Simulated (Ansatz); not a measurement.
# Response of Zn to small distortions

```yaml
crystal:
  lattice:
    - [2.66480, 0.00000, 0.00000]
    - [-1.33240, 2.30778, 0.00000]
    - [0.00000, 0.00000, 4.94670]
  atoms:
    - { symbol: Zn, position: [0.33333, 0.66667, 0.25000] }
    - { symbol: Zn, position: [0.66667, 0.33333, 0.75000] }
```

Atoms are numbered in the order listed.

The cell is COD entry 9008522, as deposited and not checked against the literature; nothing was relaxed.

Method: DFT, PBE, all-electron LAPW, scalar-relativistic in Ansatz 0.2.0.

The runs use a Γ-centred 16×16×8 k mesh, Fermi–Dirac smearing of 0.03 eV, basis error target 0.25 meV/atom, no spin polarisation.

The unchanged cell is at -0.46 GPa, so energy changes include a term −P ΔV where the volume moves.

In a metal, stresses and small energies carry noise from the k mesh.

x, y and z are the Cartesian axes of the cell as listed; fractional coordinates follow a strain, and an engineering shear is twice the off-diagonal strain component.

(1) With this change (xy engineering shear strain of +4 %), what becomes of the energy and stress and forces?

(2) With this change (x and y strained by +1 %, z held), what becomes of the energy and stress?

Answers

(1) Energy change +6 meV/atom; stress change (xx, yy, zz, yz, xz, xy) 0.48, 0.27, 0.11, 0.00, 0.00, -2.97 GPa, compression positive; change of the force on Zn1 (0.015, 0.006, 0.000) eV/Å.

(2) Energy change +3 meV/atom; stress change (xx, yy, zz, yz, xz, xy) -2.09, -2.09, -0.33, 0.00, 0.00, 0.00 GPa, compression positive.
